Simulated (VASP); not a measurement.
VASP 6.6.1 run: SiO$_{2}$

INCAR

```
LWAVE = .FALSE.
ISIF = 2
IBRION = -1
PREC = Accurate
NBANDS = 25
ISMEAR = 0
NELM = 76
LASPH = .TRUE.
EDIFF = 0.001
LREAL = .TRUE.
SIGMA = 0.01
GGA = CA
NSW = 0
LCHARG = .FALSE.
ENCUT = 520
```

KPOINTS

```
KPOINTS created by Atomic Simulation Environment
0
Gamma
6 6 10
0 0 0
```

POSCAR

```
Si O
 1.0000000000000000
     4.1851888035665503    0.0000000000000000   -0.0000000000000000
    -0.0000000000000000    4.1851888035665503   -0.0000000000000000
    -0.0000000000000000   -0.0000000000000000    2.6688398892931899
 Si  O
   2   4
Cartesian
  0.0000000000000000  0.0000000000000000  0.0000000000000000
  2.0925944017832747  2.0925944017832747  1.3344199446465950
  1.2810905169717908  1.2810905169717908 -0.0000000000000000
  0.8115038848114841  3.3736849187550662  1.3344199446465950
  3.3736849187550662  0.8115038848114841  1.3344199446465950
  2.9040982865947589  2.9040982865947589 -0.0000000000000000
```

The recommended LDA PAW datasets give the neutral cell 32 valence electrons.

Command

```
mpirun -np 1 vasp_std
```

OSZICAR

```
N       E                     dE             d eps       ncg     rms          rms(c)
DAV:   1     0.129329843421E+03    0.12933E+03   -0.17697E+04  3024   0.123E+03
DAV:   2    -0.498589885210E+02   -0.17919E+03   -0.17172E+03  3825   0.277E+02
DAV:   3    -0.567456063957E+02   -0.68866E+01   -0.68550E+01  3987   0.516E+01
DAV:   4    -0.567906200056E+02   -0.45014E-01   -0.44999E-01  3530   0.487E+00
DAV:   5    -0.567909783693E+02   -0.35836E-03   -0.35830E-03  4036   0.417E-01    0.178E+01
DAV:   6    -0.519856477669E+02    0.48053E+01   -0.13492E+01  3843   0.244E+01    0.851E+00
DAV:   7    -0.519466622514E+02    0.38986E-01   -0.75444E-01  3716   0.494E+00    0.300E+00
DAV:   8    -0.519159870932E+02    0.30675E-01   -0.30113E-02  3797   0.145E+00    0.105E+00
DAV:   9    -0.519102212479E+02    0.57658E-02   -0.54613E-03  3798   0.575E-01    0.207E-01
DAV:  10    -0.519102202240E+02    0.10240E-05   -0.20392E-04  2217   0.107E-01
   1 F= -.51910220E+02 E0= -.51910220E+02  d E =-.616829E-15
```

From OUTCAR

```
k-points           NKPTS =     60   k-points in BZ     NKDIM =     60   number of bands    NBANDS=     25

   NELECT =      32.0000    total number of electrons

   dimension x,y,z NGX =    32 NGY =   32 NGZ =   20
   dimension x,y,z NGXF=    64 NGYF=   64 NGZF=   40

  energy-cutoff  :      520.00
  volume of cell :       46.75
      direct lattice vectors                 reciprocal lattice vectors
     4.185188804  0.000000000  0.000000000     0.238937847  0.000000000  0.000000000
     0.000000000  4.185188804  0.000000000     0.000000000  0.238937847  0.000000000
     0.000000000  0.000000000  2.668839889     0.000000000  0.000000000  0.374694639

 k-points in reciprocal lattice and weights: KPOINTS created by Atomic Simulation Env
   0.00000000  0.00000000  0.00000000       0.003
   0.16666667  0.00000000  0.00000000       0.011
   0.33333333  0.00000000  0.00000000       0.011
   0.50000000  0.00000000  0.00000000       0.006
   0.16666667  0.16666667  0.00000000       0.011
   0.33333333  0.16666667  0.00000000       0.022
   0.50000000  0.16666667  0.00000000       0.011
   0.33333333  0.33333333  0.00000000       0.011
   ...

 E-fermi :   8.0928

 k-point     1 :       0.0000    0.0000    0.0000
  band No.  band energies     occupation
      1     -14.3238      2.00000
      2     -10.5912      2.00000
      3     -10.5912      2.00000
      4     -10.3683      2.00000
      5      -2.8515      2.00000
      6       1.5356      2.00000
      7       1.5356      2.00000
      8       1.6794      2.00000
      9       2.5933      2.00000
     10       2.8762      2.00000
     11       4.8661      2.00000
     12       4.8661      2.00000
     13       5.4821      2.00000
     14       7.1468      2.00000
     15       7.1468      2.00000
     16       8.0439      2.00000
     17      13.5865      0.00000
     18      14.4666      0.00000
     19      16.3379      0.00000
     20      16.3379      0.00000
     21      18.7517      0.00000
     22      19.4249      0.00000
     23      21.9959      0.00000
     24      21.9959      0.00000
     25      23.5106      0.00000

 k-point     2 :       0.1667    0.0000    0.0000
  band No.  band energies     occupation
      1     -14.1763      2.00000
      2     -11.2884      2.00000
      3     -10.5150      2.00000
      4      -9.9851      2.00000
      5      -2.6660      2.00000
      6       0.7886      2.00000
      7       1.5886      2.00000
      8       2.2324      2.00000
      9       2.7034      2.00000
     10       3.4571      2.00000
     11       4.6029      2.00000
     12       4.9291      2.00000
     13       5.5281      2.00000
     14       6.5596      2.00000
     15       7.0979      2.00000
     16       7.8243      2.00000
     17      14.0108      0.00000
     18      14.7133      0.00000
     19      16.3806      0.00000
     20      16.4236      0.00000
     21      19.2111      0.00000
     22      19.6462      0.00000
     23      21.2570      0.00000
     24      21.4245      0.00000
     25      23.2756      0.00000

 ...

  Total        0.6706036      0.6706036      0.8090074     -0.0000000      0.0000000      0.0000000
  in kB       22.9839073     22.9839073     27.7274821     -0.0000000      0.0000000      0.0000000
  external PRESSURE =      24.5650989 kB  Pullay stress =       0.0000000 kB

 POSITION                                       TOTAL-FORCE (eV/Angst)
 -----------------------------------------------------------------------------------
      0.00000      0.00000      0.00000         0.000000      0.000000      0.000000
      2.09259      2.09259      1.33442         0.000000      0.000000      0.000000
      1.28109      1.28109      0.00000        -1.668075     -1.668075      0.000000
      0.81150      3.37368      1.33442         1.668075     -1.668075      0.000000
      3.37368      0.81150      1.33442        -1.668075      1.668075      0.000000
      2.90410      2.90410      0.00000         1.668075      1.668075      0.000000
 -----------------------------------------------------------------------------------
    total drift:                                0.000000     -0.000000      0.000000

  FREE ENERGIE OF THE ION-ELECTRON SYSTEM (eV)
  ---------------------------------------------------
  free  energy   TOTEN  =       -51.9102202240 eV

  energy  without entropy=      -51.9102202240  energy(sigma->0) =      -51.91022022
```

It converged. Results: gap between bands v and c on the k mesh 5.54 eV; least direct gap on the k mesh 5.54 eV; pressure 2.5 GPa; largest force 2.36 eV/Å. Band v is the last that the valence electrons fill when counted band by band, and c is the next.

These settings aren't sound, so the numbers aren't properties of the crystal.

On sound settings LDA gives a gap of 5.54 eV on its mesh and a pressure of -4.1 GPa for the intended cell.

The run took about 25 s on one core of a shared host (Intel Xeon Platinum 8488C) and held 0.16 GiB at most.
